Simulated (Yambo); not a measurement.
## InP in Yambo: convergence with bands in self energy

Crystal: InP.

```xyz
2
Lattice="0.0000 2.9305 2.9305 2.9305 0.0000 2.9305 2.9305 2.9305 0.0000" Properties=species:S:1:pos:R:3 pbc="T T T"
In    0.0000    0.0000    0.0000
P     4.3957    4.3957    4.3957
```

- Program: Yambo 5.3.0
- Task: G0W0 quasiparticle levels
- Functional: LDA
- Potentials or basis: PseudoDojo 0.4.1 SR LDA standard
- Cutoff: 952 eV
- Density cutoff: 3810 eV
- k mesh: 6 × 6 × 6
- Occupations: fixed
- Spin: no spin polarisation
- k mesh of the self-consistent run: 8 × 8 × 8
- Form of the LDA: PW92
- Random integration of the Coulomb term: yes
- Direction of the field or of q to 0: x + y + z
- Broadening: 0.1 eV
- States corrected: Γ and the k points of the band edges
- Frequency dependence of W: plasmon pole
- Terminator of the band sum in the self-energy: none
- Quasiparticle equation: linearised (Newton)
- Imaginary frequency of the plasmon-pole fit: 27.2114 eV
- Bands in the response: 159
- Bands in the self-energy: 29
- Cutoff of the response matrix: 6 Ry
- Cutoff of exchange and Vxc: 70 Ry
- Bands corrected (first, last): [9, 10]

These are the settings of the first run; the series varies bands in self energy, with any setting tied to it.

| bands in self energy | quasiparticle gap at the points computed (eV) |
| --- | --- |
| 29 | 0.953 |
| 49 | 0.944 |
| 89 | 0.956 |
| 159 | 0.975 |

Against the tightest run, the quasiparticle gap at the points computed stays within 0.05 eV from 29 on. The tightest run that finished is the yardstick and may itself not be fully converged.

Caveat, for the tightest run too: the potentials hold a filled d shell without the s and p states of that shell, which can shift GW gaps by tenths of an eV, either way; this version prints the column dSc/dw multiplied by 27.2; spin-orbit coupling is left out, which moves the levels of the heavy elements.
